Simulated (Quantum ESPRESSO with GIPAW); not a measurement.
## 17O and 177Hf NMR of HfO2, calculated

Aim: the magnetic shielding of every site in HfO2.

Main program and level: Quantum ESPRESSO with GIPAW 8.0dev (patched build); DFT, PBEsol, plane-wave PAW (pslibrary 1.0.0 recipes), scalar-relativistic, GIPAW; a patched development version of the program.

## (1) Starting point

The structure is tetragonal, space group P4_2/mnm (No. 136). Conventional cell: a = 4.814 Å, b = 4.814 Å, c = 3.205 Å, α = 90.00°, β = 90.00°, γ = 90.00°. Hf has 6 O at 2.08 Å nearest. Nearest to O lie 3 Hf at 2.08 Å. Farther neighbours and most contacts between anions are not listed.

The cell is a computed entry of the Materials Project; it need not be the form that is stable at ambient conditions.

This structure had its atoms relaxed beforehand (DFT, PBEsol, plane-wave PAW (pslibrary 1.0.0 recipes), Quantum ESPRESSO with GIPAW), starting from the database entry, since shieldings follow bond lengths closely.

## (2) Self-consistent run

The shielding is a linear response of the occupied states, which this run provides. It is converged far beyond what an energy needs, since the response uses the wavefunctions themselves. No empty states are asked for: the response is solved without them. The mesh has a spacing of 0.33 Å⁻¹ at most. The PAW files were made with ld1.x from the pslibrary 1.0.0 recipes, with GIPAW reconstruction switched on.

scf.in reads:

```
&control
  calculation = 'scf'
  prefix = 'x'
  outdir = './tmp/'
  pseudo_dir = './'
/
&system
  ibrav = 0
  nat = 6
  ntyp = 2
  ecutwfc = 55
  ecutrho = 330
  nbnd = 24
/
&electrons
  conv_thr = 1.0d-10
  mixing_beta = 0.7
  electron_maxstep = 100
/
ATOMIC_SPECIES
  Hf 178.490 Hf.pbesol-spn-kjpaw_psl.1.0.0-gipaw.UPF
  O 15.999 O.pbesol-n-kjpaw_psl.1.0.0-gipaw.UPF
CELL_PARAMETERS angstrom
  4.81353299 0.00000000 0.00000000
  0.00000000 4.81353299 0.00000000
  0.00000000 0.00000000 3.20541541
ATOMIC_POSITIONS crystal
  Hf 0.50000000 0.50000000 0.50000000
  Hf 0.00000000 0.00000000 0.00000000
  O 0.80592945 0.19407055 0.50000000
  O 0.69407055 0.69407055 -0.00000000
  O 0.30592945 0.30592945 0.00000000
  O 0.19407055 0.80592945 0.50000000
K_POINTS automatic
  4 4 6 0 0 0
```

Command:

```bash
> mpirun -np 4 pw.x -nk 4 -in scf.in > scf.out
```

The log of the run:

```text
using ibrav=0 with symmetry is DISCOURAGED, use correct ibrav instead

     bravais-lattice index     =            0
     lattice parameter (alat)  =       9.0963  a.u.
     unit-cell volume          =     501.1974 (a.u.)^3
     number of atoms/cell      =            6
     number of atomic types    =            2
     number of electrons       =        48.00
     number of Kohn-Sham states=           24
     kinetic-energy cutoff     =      55.0000  Ry
     charge density cutoff     =     330.0000  Ry
     scf convergence threshold =      1.0E-10
     mixing beta               =       0.7000
     number of iterations used =            8  plain     mixing
     Exchange-correlation= SLA-PW-PSX-PSC
                           (   1   4  10   8   0   0   0)
[...]
Hf               12.00   178.49000     Hf( 1.00)
     O                 6.00    15.99900     O ( 1.00)

     16 Sym. Ops., with inversion, found ( 8 have fractional translation)
[...]
number of k points=    24
[...]
Dense  grid:    50755 G-vectors     FFT dimensions: (  54,  54,  36)

     Smooth grid:    27693 G-vectors     FFT dimensions: (  48,  48,  30)

     Initial potential from superposition of free atoms

     starting charge      47.9965, renormalised to      48.0000
     Starting wfcs are   36 randomized atomic wfcs

     Self-consistent Calculation

     iteration #  1     ecut=    55.00 Ry     beta= 0.70
     Davidson diagonalization with overlap
     ethr =  1.00E-02,  avg # of iterations =  1.0

     total energy              =   -1538.69936209 Ry
     estimated scf accuracy    <       2.16222787 Ry

     iteration #  2     ecut=    55.00 Ry     beta= 0.70
     Davidson diagonalization with overlap
     ethr =  4.50E-03,  avg # of iterations =  6.4

     total energy              =   -1539.60973425 Ry
     estimated scf accuracy    <       2.46351513 Ry

     iteration #  3     ecut=    55.00 Ry     beta= 0.70
     Davidson diagonalization with overlap
     ethr =  4.50E-03,  avg # of iterations =  2.0

     total energy              =   -1539.49430196 Ry
     estimated scf accuracy    <       0.48396250 Ry

[...]
total energy              =   -1539.95749792 Ry
[...]
iteration # 47     ecut=    55.00 Ry     beta= 0.70
     Davidson diagonalization with overlap
     ethr =  3.75E-13,  avg # of iterations =  1.0

     total energy              =   -1539.95749792 Ry
     estimated scf accuracy    <          2.4E-10 Ry

     iteration # 48     ecut=    55.00 Ry     beta= 0.70
     Davidson diagonalization with overlap
     ethr =  3.75E-13,  avg # of iterations =  1.0

     End of self-consistent calculation
     [one-electron energies left out]

!    total energy              =   -1539.95749792 Ry
     total all-electron energy =    -60896.956054 Ry
     estimated scf accuracy    <          9.0E-11 Ry

     The total energy is the sum of the following terms:
     one-electron contribution =     -78.15443418 Ry
     hartree contribution      =      67.98442928 Ry
     xc contribution           =    -112.13362378 Ry
     ewald contribution        =    -250.18588634 Ry
     one-center paw contrib.   =   -1167.46798291 Ry

     convergence has been achieved in  48 iterations
[...]
JOB DONE.
```

It took 61 s on 4 MPI ranks of Arm Neoverse V2, shared host; peak memory 0.63 GiB; 4.1 min of CPU time.

It converged in 48 cycles to an estimated accuracy of 9e-11 Ry, on 24 irreducible k-points.

## (3) GIPAW: job nmr

The job finds the current that a weak uniform field induces (applied as a long wave, q_gipaw) and the field that this current makes at each nucleus. On atoms with p or d valence electrons much of the paramagnetic part arises close to the nucleus, where the PAW partial waves rebuild the true states. pawproj makes the reconstruction use the PAW data sets' own projectors.

nmr.in reads:

```
&inputgipaw
  job = 'nmr'
  prefix = 'x'
  tmp_dir = './tmp/'
  restart_mode = 'from_scratch'
  verbosity = 'low'
  q_gipaw = 0.01
  spline_ps = .true.
  conv_threshold = 1.0d-11
  use_nmr_macroscopic_shape = .false.
  pawproj(1) = .true.
  pawproj(2) = .true.
/
```

Command:

```bash
> mpirun -np 4 gipaw.x -in nmr.in > nmr.out
```

The log of the run:

```text
[banner, memory and clock lines left out]
[a note of our patched build left out]

     Parallelizing q-star over 1 images

     IMPORTANT: XC functional enforced from input :
     Exchange-correlation= PBESOL
                           (   1   4  10   8   0   0   0)
     Any further DFT definition will be discarded
     Please, verify this is what you really want

[...]
projs nearly linearly dependent: l=0  n1,n2= 1, 2  s=  0.99147125
[...]
alpha_pv=    120.6355 eV

     spline_ps is .false., expect some extrapolation errors

     q-space interpolation up to    66.00 Rydberg

     GIPAW job: nmr
     NMR macroscopic correction: no
[...]
Computing the magnetic susceptibility     isolve=0    ethr=  0.1000E-10
     Starting from scratch
     k-point #    1 of    24      pool #  1    cpu time:       0.8
[...]
End of magnetic susceptibility calculation

     f-sum rule (1st term):
           -50.1906          0.0000          0.0000
             0.0000        -50.1906          0.0000
             0.0000          0.0000        -50.1990

     f-sum rule (2nd term):
            -0.9091          0.0000          0.0000
             0.0000         -0.9091          0.0000
             0.0000          0.0000         -0.9100

     f-sum rule (should be   -51.0952):
           -51.0997          0.0000          0.0000
             0.0000        -51.0997          0.0000
             0.0000          0.0000        -51.1091

[... susceptibilities left out ...]
     Contributions to the NMR chemical shifts: -------------------------------

     Macroscopic shape contribution in ppm:                    0.00
             0.0000          0.0000          0.0000
             0.0000          0.0000          0.0000
             0.0000          0.0000          0.0000

     Core contribution in ppm:

     Atom  1  Hf  pos: (  0.500000  0.500000  0.332959)  core sigma:        8991.76
     Atom  2  Hf  pos: (  0.000000  0.000000  0.000000)  core sigma:        8991.76
     Atom  3  O   pos: (  0.805929  0.194071  0.332959)  core sigma:         270.50
     Atom  4  O   pos: (  0.694071  0.694071  0.000000)  core sigma:         270.50
     Atom  5  O   pos: (  0.305929  0.305929  0.000000)  core sigma:         270.50
     Atom  6  O   pos: (  0.194071  0.805929  0.332959)  core sigma:         270.50

     Bare contribution in ppm:

     Atom  1  Hf  pos: (  0.500000  0.500000  0.332959)  bare sigma:          25.43
[...]
Atom  2  Hf  pos: (  0.000000  0.000000  0.000000)  bare sigma:          25.43
[...]
Atom  3  O   pos: (  0.805929  0.194071  0.332959)  bare sigma:         -36.53
[...]
Atom  4  O   pos: (  0.694071  0.694071  0.000000)  bare sigma:         -36.53
[...]
Atom  5  O   pos: (  0.305929  0.305929  0.000000)  bare sigma:         -36.53
[...]
Atom  6  O   pos: (  0.194071  0.805929  0.332959)  bare sigma:         -36.53
[...]
Diamagnetic contribution in ppm:

     Atom  1  Hf  pos: (  0.500000  0.500000  0.332959)  dia sigma:         -47.04
[...]
Atom  2  Hf  pos: (  0.000000  0.000000  0.000000)  dia sigma:         -47.04
[...]
Atom  3  O   pos: (  0.805929  0.194071  0.332959)  dia sigma:          17.72
[...]
Atom  4  O   pos: (  0.694071  0.694071  0.000000)  dia sigma:          17.72
[...]
Atom  5  O   pos: (  0.305929  0.305929  0.000000)  dia sigma:          17.72
[...]
Atom  6  O   pos: (  0.194071  0.805929  0.332959)  dia sigma:          17.72
[...]
Paramagnetic contribution in ppm:

     Atom  1  Hf  pos: (  0.500000  0.500000  0.332959)  para sigma:       -6862.05
[...]
Atom  2  Hf  pos: (  0.000000  0.000000  0.000000)  para sigma:       -6862.05
[...]
Atom  3  O   pos: (  0.805929  0.194071  0.332959)  para sigma:        -158.51
[...]
Atom  4  O   pos: (  0.694071  0.694071  0.000000)  para sigma:        -158.51
[...]
Atom  5  O   pos: (  0.305929  0.305929  0.000000)  para sigma:        -158.51
[...]
Atom  6  O   pos: (  0.194071  0.805929  0.332959)  para sigma:        -158.51
[...]
Paramagnetic US occ-occ contribution in ppm:

     Atom  1  Hf  pos: (  0.500000  0.500000  0.332959)  para_oo sigma:         -30.14
[...]
Atom  2  Hf  pos: (  0.000000  0.000000  0.000000)  para_oo sigma:         -30.14
[...]
Atom  3  O   pos: (  0.805929  0.194071  0.332959)  para_oo sigma:          -0.00
[...]
Atom  4  O   pos: (  0.694071  0.694071  0.000000)  para_oo sigma:          -0.00
[...]
Atom  5  O   pos: (  0.305929  0.305929  0.000000)  para_oo sigma:          -0.00
[...]
Atom  6  O   pos: (  0.194071  0.805929  0.332959)  para_oo sigma:          -0.00
[...]
Paramagnetic US L_R Q_R contribution in ppm:

     Atom  1  Hf  pos: (  0.500000  0.500000  0.332959)  para_lq sigma:        2826.62
[...]
Atom  2  Hf  pos: (  0.000000  0.000000  0.000000)  para_lq sigma:        2826.62
[...]
Atom  3  O   pos: (  0.805929  0.194071  0.332959)  para_lq sigma:        -205.86
[...]
Atom  4  O   pos: (  0.694071  0.694071  0.000000)  para_lq sigma:        -205.86
[...]
Atom  5  O   pos: (  0.305929  0.305929  0.000000)  para_lq sigma:        -205.86
[...]
Atom  6  O   pos: (  0.194071  0.805929  0.332959)  para_lq sigma:        -205.86
[...]
Total NMR chemical shifts in ppm: ---------------------------------------
     (adopting the Simpson convention for anisotropy and asymmetry)-----------

     Atom  1  Hf  pos: (  0.500000  0.500000  0.332959)  Total sigma:        4904.58
          4911.7724       -341.1606          0.0000
          -341.1606       4911.7724          0.0000
             0.0000         -0.0000       4890.1838

     Hf      1    anisotropy:    522.54    eta:    0.9174
[...]
Atom  2  Hf  pos: (  0.000000  0.000000  0.000000)  Total sigma:        4904.58
[... its tensor is left out ...]
     Atom  3  O   pos: (  0.805929  0.194071  0.332959)  Total sigma:        -112.68
          -116.9359       -109.3373         -0.0000
          -109.3373       -116.9359         -0.0000
            -0.0000         -0.0000       -104.1554

     O       3    anisotropy:   -170.40    eta:    0.8500
[...]
Atom  4  O   pos: (  0.694071  0.694071  0.000000)  Total sigma:        -112.68
[... its tensor is left out ...]
     Atom  5  O   pos: (  0.305929  0.305929  0.000000)  Total sigma:        -112.68
[... its tensor is left out ...]
     Atom  6  O   pos: (  0.194071  0.805929  0.332959)  Total sigma:        -112.68
[... its tensor is left out ...]
```

It took 4.8 min on 4 MPI ranks; peak memory 0.33 GiB.

The f-sum rule is met to 0.014 of 51.1 (0.03 %). Converged shieldings require that this miss be small, but a small miss does not prove them.

From the symmetric part of each tensor, with principal values σ11 ≤ σ22 ≤ σ33: σ_iso is their mean, the span is σ33 − σ11 and the skew 3(σ_iso − σ22)/span. (gipaw.x prints an anisotropy in another convention.)

| site | atom no. | atoms in cell | σ_iso (ppm) | span (ppm) | skew |
| --- | --- | --- | --- | --- | --- |
| Hf | 1 | 2 | 4905 | 682 | 0.06 |
| O | 3 | 4 | -112.7 | 218.7 | -0.12 |

The macroscopic shape term is switched off. For a spherical sample the valence susceptibility of this run would add about 5 ppm to every site, a rough estimate, since the susceptibility converges slowly and lacks part of the PAW terms. Differences within the crystal don't depend on it, but shieldings of different compounds can't be compared to better than a few ppm without it.

In this run the largest span among the lighter atoms is that of O (site symmetry m2m), with principal values -226.3, -104.2 and -7.6 ppm.

17O and 177Hf also have a quadrupolar coupling here. It is not given: on PAW files the efg job of this gipaw.x leaves out the augmentation charge of neighbouring atoms and can miss by tens of per cent.

## (4) NMR parameters by site

Covalently bonded atoms count as neighbours within 1.18 times the sum of their radii. Otherwise a cation's neighbours lie within 1.2 times its shortest bond (1.3 for large cations, each anion's radius taken off where they differ), and an anion's are the cations that count it.

| site | atom no. | atoms in cell | surroundings | bonds (Å) | σ_iso (ppm) |
| --- | --- | --- | --- | --- | --- |
| Hf | 1 | 2 | HfO6 | 2.08 to 2.08 | 4905 |
| O | 3 | 4 | bound to Hf3 | 2.08 to 2.08 | -112.7 |

## (5) Results

| Quantity | Value |
| --- | --- |
| 17O shielding without shape term | -112.7 ppm |
| 177Hf shielding without shape term | 4905 ppm |

**Reading.** 17O has one site (bound to Hf3), with isotropic shielding -112.7 ppm (shape term left out). A shift needs a reference, δ = σ_ref − σ, fixed on measured compounds; for 17O of this kind at this level too few were at hand, or they scattered too widely about a line, so none is given. No sound run at another cutoff or mesh is at hand, so convergence rests on the f-sum rule and on experience with these files. Spin-orbit coupling is missing, which matters for Hf and for the light atoms bound to such centres. The scalar-relativistic files are used with non-relativistic response operators, which weighs most on the heavy atoms' own shieldings. This build of gipaw.x prints that it is not audited and that its numbers are no references by themselves. It also reports spline_ps as false although the input sets it; why was not traced.

[Banner, clock, file and message-heading lines were taken out of the pw.x and gipaw.x logs.]

[Logs are printed without paths, hosts, clocks, repeated set-up lines and the standing remarks that a program may print on its own settings, such as how far it seeks lower states.]

[Hosts, paths, dates, database ids (printed as entryN), source tags and the programs' standing remarks are cut or masked in the printed files.]

[Where no reference line passes its bar on scatter, no shift is given, so a measured shift of this compound may stand uncompared.]
